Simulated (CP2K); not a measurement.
# PtS2 (P-3m1) in CP2K: further runs

One crystal, PtS2, is run at these levels: r2SCAN, TB-mBJ; tasks: band structure.

All numbers are computed with CP2K 2026.2; they aren't measurements. Logs are shortened: lines on timing, memory, paths and dates and some standing lists are left out, and cuts for length are marked.

### Step 1. The structure

Symmetry: P-3m1, No. 164, trigonal system. The conventional cell has a = 3.543 Å, b = 3.543 Å, c = 5.039 Å, α = 90.00°, β = 90.00°, γ = 120.00°. Pt (site symmetry -3m) is surrounded by 6 S at 2.34 Å. S (site symmetry 3m) is surrounded by 3 Pt at 2.34 Å.

### Step 2. Band structure, r2SCAN

File pts2_bands.inp:

```
&GLOBAL
  PROJECT pts2_bands
  RUN_TYPE ENERGY_FORCE
  PRINT_LEVEL LOW
&END GLOBAL
&FORCE_EVAL
  METHOD QS
  STRESS_TENSOR ANALYTICAL
  &DFT
    BASIS_SET_FILE_NAME BASIS_MOLOPT_UZH
    POTENTIAL_FILE_NAME POTENTIAL_UZH
    &MGRID
      CUTOFF 675
      REL_CUTOFF 60
      NGRIDS 5
    &END MGRID
    &QS
      METHOD GPW
      EPS_DEFAULT 1.0E-10
    &END QS
    &KPOINTS
      SCHEME MONKHORST-PACK 9 9 5
      GAMMA_CENTERED T
      SYMMETRY T
      SYMMETRY_BACKEND SPGLIB
    &END KPOINTS
    &SCF
      SCF_GUESS ATOMIC
      EPS_SCF 1.0E-6
      MAX_SCF 100
      ADDED_MOS 15
      CHOLESKY OFF
      EPS_EIGVAL 1.0E-7
      &DIAGONALIZATION ON
        ALGORITHM STANDARD
      &END DIAGONALIZATION
      &MIXING ON
        METHOD BROYDEN_MIXING
        ALPHA 0.4
        BETA 1.5
        NBUFFER 8
      &END MIXING
      &SMEAR ON
        METHOD FERMI_DIRAC
        ELECTRONIC_TEMPERATURE [K] 580.226
      &END SMEAR
    &END SCF
    &XC
      &XC_FUNCTIONAL
        &MGGA_X_R2SCAN
        &END MGGA_X_R2SCAN
        &MGGA_C_R2SCAN
        &END MGGA_C_R2SCAN
      &END XC_FUNCTIONAL
    &END XC
    &PRINT
      &KPOINTS ON
      &END KPOINTS
      &MULLIKEN ON
      &END MULLIKEN
      &MO ON
        ENERGIES T
        OCCUPATION_NUMBERS T
        &EACH
          QS_SCF 0
        &END EACH
        ADD_LAST NUMERIC
      &END MO
      &BAND_STRUCTURE
        FILE_NAME bands.bs
        ADDED_MOS 2
        &KPOINT_SET
          UNITS B_VECTOR
          NPOINTS 8
          SPECIAL_POINT GAMMA 0.00000000 0.00000000 0.00000000
          SPECIAL_POINT M 0.50000000 0.00000000 0.00000000
          SPECIAL_POINT K 0.33333333 0.33333333 0.00000000
          SPECIAL_POINT GAMMA 0.00000000 0.00000000 0.00000000
          SPECIAL_POINT A 0.00000000 0.00000000 0.50000000
          SPECIAL_POINT L 0.50000000 0.00000000 0.50000000
          SPECIAL_POINT H 0.33333333 0.33333333 0.50000000
          SPECIAL_POINT A 0.00000000 0.00000000 0.50000000
        &END KPOINT_SET
        &KPOINT_SET
          UNITS B_VECTOR
          NPOINTS 8
          SPECIAL_POINT L 0.50000000 0.00000000 0.50000000
          SPECIAL_POINT M 0.50000000 0.00000000 0.00000000
        &END KPOINT_SET
        &KPOINT_SET
          UNITS B_VECTOR
          NPOINTS 8
          SPECIAL_POINT K 0.33333333 0.33333333 0.00000000
          SPECIAL_POINT H 0.33333333 0.33333333 0.50000000
        &END KPOINT_SET
      &END BAND_STRUCTURE
    &END PRINT
  &END DFT
  &SUBSYS
    &CELL
      ABC 3.5432000000 3.5432000000 5.0388000000
      ALPHA_BETA_GAMMA 90.0000000000 90.0000000000 119.9999999999
      PERIODIC XYZ
    &END CELL
    &COORD
      SCALED
      Pt  0.0000000000 0.0000000000 0.0000000000
      S   0.6666666667 0.3333333333 0.7730000000
      S   0.3333333333 0.6666666667 0.2270000000
    &END COORD
    &KIND Pt
      BASIS_SET TZVP-MOLOPT-SCAN-GTH-q18
      POTENTIAL GTH-SCAN-q18
    &END KIND
    &KIND S
      BASIS_SET TZVP-MOLOPT-SCAN-GTH-q6
      POTENTIAL GTH-SCAN-q6
    &END KIND
    &PRINT
      &ATOMIC_COORDINATES ON
      &END ATOMIC_COORDINATES
      &CELL ON
      &END CELL
    &END PRINT
  &END SUBSYS
  &PRINT
    &FORCES ON
    &END FORCES
    &STRESS_TENSOR ON
    &END STRESS_TENSOR
  &END PRINT
&END FORCE_EVAL
```

Potentials or basis: POTENTIAL_UZH Pt GTH-SCAN-q18, S GTH-SCAN-q6; TZVP-MOLOPT-SCAN-GTH basis.

The run is started by

```
$ OMP_NUM_THREADS=1 cp2k.psmp -i pts2_bands.inp -o pts2_bands.out
```

pts2_bands.out:

```text

 CP2K| version string:                                       CP2K version 2026.2
 CP2K| Input file name                                            pts2_bands.inp

 GLOBAL| Force Environment number                                              1
 GLOBAL| Basis set file name                                    BASIS_MOLOPT_UZH
 GLOBAL| Potential file name                                       POTENTIAL_UZH
 GLOBAL| MM Potential file name                                     MM_POTENTIAL
 GLOBAL| Coordinate file name                                      __STD_INPUT__
 GLOBAL| Method name                                                        CP2K
 GLOBAL| Project name                                                 pts2_bands
 GLOBAL| Run type                                                   ENERGY_FORCE
 GLOBAL| FFT library                                                       FFTW3
[... 6 lines left out ...]
 GLOBAL| Total number of message passing processes                             1
 GLOBAL| Number of threads for this process                                    1
 GLOBAL| CPU model name                                                  UNKNOWN

 CELL| Volume [angstrom^3]:                                            54.783413
 CELL| Vector a [angstrom]:       3.543     0.000     0.000   |a| =     3.543200
 CELL| Vector b [angstrom]:      -1.772     3.069     0.000   |b| =     3.543200
 CELL| Vector c [angstrom]:       0.000     0.000     5.039   |c| =     5.038800
 CELL| Angle (b,c), alpha [degree]:                                    90.000000
 CELL| Angle (a,c), beta  [degree]:                                    90.000000
 CELL| Angle (a,b), gamma [degree]:                                   120.000000
 CELL| Numerically orthorhombic:                                              NO
 CELL| Periodicity                                                           XYZ

 CELL_REF| Volume [angstrom^3]:                                        54.783413
 CELL_REF| Vector a [angstrom     3.543     0.000     0.000   |a| =     3.543200
 CELL_REF| Vector b [angstrom    -1.772     3.069     0.000   |b| =     3.543200
 CELL_REF| Vector c [angstrom     0.000     0.000     5.039   |c| =     5.038800
 CELL_REF| Angle (b,c), alpha [degree]:                                90.000000
 CELL_REF| Angle (a,c), beta  [degree]:                                90.000000
 CELL_REF| Angle (a,b), gamma [degree]:                               120.000000
 CELL_REF| Numerically orthorhombic:                                          NO
 CELL_REF| Periodicity                                                       XYZ
[... 10 lines left out ...]

  Total number of            - Atomic kinds:                                   2
                             - Atoms:                                          3
                             - Shell sets:                                     3
                             - Shells:                                        25
                             - Primitive Cartesian functions:                 14
                             - Cartesian basis functions:                     77
                             - Spherical basis functions:                     69

  Maximum angular momentum of- Orbital basis functions:                        3
                             - Local part of the GTH pseudopotential:          2
                             - Non-local part of the GTH pseudopotential:      5

 MODULE QUICKSTEP: ATOMIC COORDINATES IN ANGSTROM

   Atom Kind Element         X             Y             Z       Z(eff)     Mass
      1    1 Pt   78      0.000000      0.000000      0.000000  18.0000 195.0840
      2    2 S    16      1.771600      1.022834      3.894992   6.0000  32.0650
      3    2 S    16     -0.000000      2.045667      1.143808   6.0000  32.0650

 SCF PARAMETERS         Density guess:                                    ATOMIC
                        --------------------------------------------------------
                        max_scf:                                             100
[... 7 lines left out ...]
                        --------------------------------------------------------
                        level_shift [a.u.]:                             0.000000
                        added MOs                                        15    0
                        --------------------------------------------------------
                        Mixing method:                            BROYDEN_MIXING
                                                charge density mixing in g-space
                        --------------------------------------------------------
                        Smear method:                                FERMI_DIRAC
                        Electronic temperature [K]:                        580.2
                        Electronic temperature [a.u.]:                  1.84E-03
[... 62 lines left out ...]
 Number of electrons:                                                         30
 Number of occupied orbitals:                                                 15
 Number of molecular orbitals:                                                30

 Number of orbital functions:                                                 69
 Number of independent orbital functions:                                     69

 SCF WAVEFUNCTION OPTIMIZATION

  Step     Update method      Time    Convergence         Total energy    Change
  ------------------------------------------------------------------------------
     1 NoMix/Diag. 0.40E+00    6.7     0.57503862      -140.7059821322 -1.41E+02
     2 Broy./Diag. 0.40E+00    7.6     0.10651246      -141.8048278054 -1.10E+00
     3 Broy./Diag. 0.40E+00    7.2     0.08163998      -140.6770261370  1.13E+00
     4 Broy./Diag. 0.40E+00    7.2     0.02118011      -140.0744105846  6.03E-01
     5 Broy./Diag. 0.40E+00    7.2     0.00553427      -140.1585244674 -8.41E-02
     6 Broy./Diag. 0.40E+00    7.3     0.00208711      -140.1346770080  2.38E-02
     7 Broy./Diag. 0.40E+00    7.7     0.00111235      -140.1242007304  1.05E-02
     8 Broy./Diag. 0.40E+00    7.2     0.00110020      -140.1307726992 -6.57E-03
     9 Broy./Diag. 0.40E+00    7.2     0.00018987      -140.1278744276  2.90E-03
    10 Broy./Diag. 0.40E+00    7.3     0.00025866      -140.1270681875  8.06E-04
    11 Broy./Diag. 0.40E+00    7.2     0.00006390      -140.1265402028  5.28E-04
    12 Broy./Diag. 0.40E+00    7.2     0.00002474      -140.1264583168  8.19E-05
    13 Broy./Diag. 0.40E+00    7.2     0.00000505      -140.1264133450  4.50E-05
    14 Broy./Diag. 0.40E+00    7.2     0.00000214      -140.1264280565 -1.47E-05
    15 Broy./Diag. 0.40E+00    7.2     0.00000148      -140.1264298203 -1.76E-06
    16 Broy./Diag. 0.40E+00    7.2     0.00000032      -140.1264331703 -3.35E-06

  *** SCF run converged in    16 steps ***

  Electronic density on regular grids:        -30.0000000006       -0.0000000006
  Core density on regular grids:               29.9999999976       -0.0000000024
  Total charge density on r-space grids:       -0.0000000030
  Total charge density g-space grids:          -0.0000000030

  Overlap energy of the core charge distribution:               0.00000000148169
  Self energy of the core charge distribution:               -230.72786294261260
  Core Hamiltonian energy:                                     51.31388776183341
  Hartree energy:                                              55.58246005505263
  Exchange-correlation energy:                                -16.29491802168302
  Electronic entropic energy:                                  -0.00000002432686
  Fermi energy:                                                 0.30647568633186

  Total energy:                                              -140.12643317025490
  Total energy (extrapolated to T->0):                       -140.12643315809146

 MO| EIGENVALUES AND OCCUPATION NUMBERS FOR K POINT 1
 MO|
 MO|  Index      Eigenvalue [a.u.]        Eigenvalue [eV]             Occupation
 MO|      1              -3.416833             -92.976747               2.000000
 MO|      2              -1.737124             -47.269542               2.000000
 MO|      3              -1.736477             -47.251934               2.000000
 MO|      4              -1.727421             -47.005507               2.000000
 MO|      5              -0.235931              -6.420016               2.000000
 MO|      6              -0.218399              -5.942943               2.000000
[... 500 lines left out ...]
 MO|     29               0.951691              25.896838               0.000000
 MO|     30               1.115661              30.358682               0.000000
 MO| Sum:                                                              30.000000
 MO| E(Fermi):            0.306476 a.u.          8.339628 eV
 MO| Band gap:            0.130637 a.u.          3.554813 eV

 [... the levels of further k-points ...]

 !-----------------------------------------------------------------------------!
                     Mulliken Population Analysis

 #  Atom  Element  Kind  Atomic population                           Net charge
       1     Pt       1         18.001241                             -0.001241
       2     S        2          5.999380                              0.000620
       3     S        2          5.999379                              0.000621
 # Total charge                             30.000000                 -0.000000

 !-----------------------------------------------------------------------------!

 KPOINTS| Band Structure Calculation
 KPOINTS| Number of k-point sets                                               3
 KPOINTS| Number of added MOs/bands                                            2
 KPOINTS| Number of k-points in set    1                                      57
 KPOINTS| In units of b-vector [2pi/Bohr]
 KPOINTS| Special point     1       GAMMA     0.000000     0.000000     0.000000
 KPOINTS| Special point     2           M     0.500000     0.000000     0.000000
 KPOINTS| Special point     3           K     0.333333     0.333333     0.000000
 KPOINTS| Special point     4       GAMMA     0.000000     0.000000     0.000000
 KPOINTS| Special point     5           A     0.000000     0.000000     0.500000
 KPOINTS| Special point     6           L     0.500000     0.000000     0.500000
 KPOINTS| Special point     7           H     0.333333     0.333333     0.500000
 KPOINTS| Special point     8           A     0.000000     0.000000     0.500000
 KPOINTS| Number of k-points in set    2                                       9
 KPOINTS| In units of b-vector [2pi/Bohr]
 KPOINTS| Special point     1           L     0.500000     0.000000     0.500000
 KPOINTS| Special point     2           M     0.500000     0.000000     0.000000
 KPOINTS| Number of k-points in set    3                                       9
 KPOINTS| In units of b-vector [2pi/Bohr]
 KPOINTS| Special point     1           K     0.333333     0.333333     0.000000
 KPOINTS| Special point     2           H     0.333333     0.333333     0.500000

 ENERGY| Total FORCE_EVAL ( QS ) energy [hartree]           -140.126433724454586

 FORCES| Atomic forces [hartree/bohr]
 FORCES|   Atom     x               y               z               |f|
 FORCES|      1  1.48560240E-09 -3.34881521E-10 -1.53827175E-08   1.54579157E-08
 FORCES|      2  8.03697551E-10  3.36974408E-08 -2.90189417E-02   2.90189417E-02
 FORCES|      3 -2.22684168E-09 -3.35102071E-08  2.90189569E-02   2.90189569E-02
 FORCES| Sum     6.24582690E-11 -1.47647808E-10 -1.41690902E-10
 FORCES| Total atomic force                                       2.13956122E-10

 STRESS| Analytical stress tensor [bar]
 STRESS|                        x                   y                   z
 STRESS|      x        1.10456259627E+05   1.82611877513E-02  -5.06956265066E-03
 STRESS|      y        1.82611877513E-02   1.10456227606E+05  -1.12377864855E-01
 STRESS|      z       -5.06956265066E-03  -1.12377864855E-01   1.11586623721E+05
 STRESS| 1/3 Trace                                             1.10833036985E+05
 STRESS| Determinant                                           1.36142172535E+15

 STRESS| Eigenvectors and eigenvalues of the analytical stress tensor [bar]
 STRESS|                        1                   2                   3
 STRESS| Eigenvalues   1.10456219322E+05   1.10456267900E+05   1.11586623733E+05
 STRESS|      x          -0.412764905510      0.910837599553     -0.000004486500
 STRESS|      y           0.910837595245      0.412764903068     -0.000099414660
 STRESS|      z           0.000088698740      0.000045121355      0.999999995048
```

Run time: 2.4 min. Hardware: 1 thread of Arm Neoverse N1, shared host; peak memory 0.41 GiB.

What came out:

| Property | Result |
| --- | --- |
| Free energy | -3813.0342 eV |
| Pressure | 11.1 GPa |
| Largest force | 1.492 eV/Å |
| Band gap on the k mesh | 1.20 eV, indirect (least direct gap 1.29 eV) |
| Band gap along the path | 1.25 eV, indirect (least direct gap 1.74 eV) |

Forces on the atoms (eV/Å):
```
Pt   0.000  0.000  0.000
S    0.000  0.000 -1.492
S    0.000  0.000  1.492
```

Stress tensor (GPa, compression positive):
```
11.05  0.00  0.00
 0.00 11.05  0.00
 0.00  0.00 11.16
```

Levels at the corners of the path, in eV from the valence-band top:
```
point  band 11  band 12  band 13  band 14  band 15  band 16  band 17  band 18  band 19  band 20
    Γ    -4.11    -1.81    -1.17    -1.17    -0.09     2.71     2.71     5.71     6.40     8.91
    M    -3.48    -3.47    -3.35    -3.02    -2.35     2.02     3.11     5.97     7.40     9.47
    K    -4.70    -3.78    -2.73    -1.49    -1.49     1.29     1.29     6.18     8.99    10.51
    Γ    -4.11    -1.81    -1.17    -1.17    -0.09     2.71     2.71     5.71     6.40     8.91
    A    -4.13    -2.51    -1.36    -1.36    -0.87     3.20     3.20     6.44     8.09     8.40
    L    -3.48    -3.37    -3.16    -2.76    -1.35     2.35     2.60     5.86     6.46     9.21
    H    -4.49    -3.65    -3.60    -1.90    -1.90     2.47     2.47     7.64     9.29     9.29
    A    -4.13    -2.51    -1.36    -1.36    -0.87     3.20     3.20     6.44     8.09     8.40
    L    -3.48    -3.37    -3.16    -2.76    -1.35     2.35     2.60     5.86     6.46     9.21
    M    -3.48    -3.47    -3.35    -3.02    -2.35     2.02     3.11     5.97     7.40     9.47
    K    -4.70    -3.78    -2.73    -1.49    -1.49     1.29     1.29     6.18     8.99    10.51
    H    -4.49    -3.65    -3.60    -1.90    -1.90     2.47     2.47     7.64     9.29     9.29
```

Caveat: spin-orbit coupling is left out, which moves the levels of the heavy elements; the basis of atomic orbitals isn't converged, which shifts pressures, moduli and gaps; forces of over 1 eV/Å show positions far from the minimum, so gaps and moduli don't describe the material at rest. r2SCAN opens gaps a little over a GGA but as a rule still falls short of measured ones.

(Part 1 of 2 ends here.)
